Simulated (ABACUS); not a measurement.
Write the native input for ABACUS 3.10.1 that does the following.

```yaml
Task: band structure
Functional: OLYP
Potentials_or_basis: SPMS ONCV 1.0 PBE
Cutoff: 1075 eV
Density_cutoff: 4299 eV
Basis: plane waves
Occupations: fermi-dirac, width 0.05 eV
Spin: no spin polarisation
Radial_cutoff_of_the_potentials_pseudo_rcut: 10 bohr
Threshold_of_the_eigensolver: 1e-07 Ry
Density: read from an earlier self-consistent run
Path: G-X-W-K-G-L-U-W-L-K, U-X
Points_for_each_segment_of_the_path: 10
SCF_threshold_on_the_density: 1e-08
Max_SCF_steps: 100
Eigensolver: dav
Mixing: broyden
Mixing_share: 0.7
Symmetry_key: -1
Bands: 24
```

Crystal: Ge.

```xyz
2
Lattice="0.0000 2.8289 2.8289 2.8289 0.0000 2.8289 2.8289 2.8289 0.0000" Properties=species:S:1:pos:R:3 pbc="T T T"
Ge    1.4145    1.4145    1.4145
Ge    0.0000    0.0000    0.0000
```

These files were run (other wordings do the same):

INPUT

```
INPUT_PARAMETERS
suffix              Ge
calculation         nscf
basis_type          pw
pseudo_dir          ./
symmetry            -1
dft_functional      GGA_X_OPTX+GGA_C_LYP
ecutwfc             79.0
pseudo_rcut         10
nspin               1
nbands              24
ks_solver           dav
smearing_method     fd
smearing_sigma      0.00367493
scf_thr             1e-08
scf_nmax            100
mixing_type         broyden
mixing_beta         0.7
init_chg            file
pw_diag_thr         1e-07
out_band            1
kpar                4
```

STRU

```
ATOMIC_SPECIES
Ge 72.6300 32_Ge_14_2.2_2.3_pbe_n_v1.0.upf

LATTICE_CONSTANT
1.8897261246

LATTICE_VECTORS
0.0000000000 2.8289100000 2.8289100000
2.8289100000 0.0000000000 2.8289100000
2.8289100000 2.8289100000 0.0000000000

ATOMIC_POSITIONS
Direct

Ge
0.0
2
0.2500000000 0.2500000000 0.2500000000 1 1 1
0.0000000000 0.0000000000 0.0000000000 1 1 1
```

KPT

```
K_POINTS
12
Line
0.00000000 0.00000000 0.00000000 10 // G
0.50000000 0.00000000 0.50000000 10 // X
0.50000000 0.25000000 0.75000000 10 // W
0.37500000 0.37500000 0.75000000 10 // K
0.00000000 0.00000000 0.00000000 10 // G
0.50000000 0.50000000 0.50000000 10 // L
0.62500000 0.25000000 0.62500000 10 // U
0.50000000 0.25000000 0.75000000 10 // W
0.50000000 0.50000000 0.50000000 10 // L
0.37500000 0.37500000 0.75000000 1 // K
0.62500000 0.25000000 0.62500000 10 // U
0.50000000 0.00000000 0.50000000 1 // X
```

Potentials or basis: SPMS ONCV 1.0 PBE, plane waves.

Launch:

```sh
$ OMP_NUM_THREADS=1 mpirun -np 4 abacus > log
```

Results of the run:

* Band gap along the path: 0.08 eV, direct

Caveat: the density is read from an earlier self-consistent run, whose mesh may be coarse.

Run time: 6.2 s on 4 MPI ranks on AMD EPYC 9R45 96-Core Processor (Zen 5) (shared host), peak memory 0.48 GiB a rank.
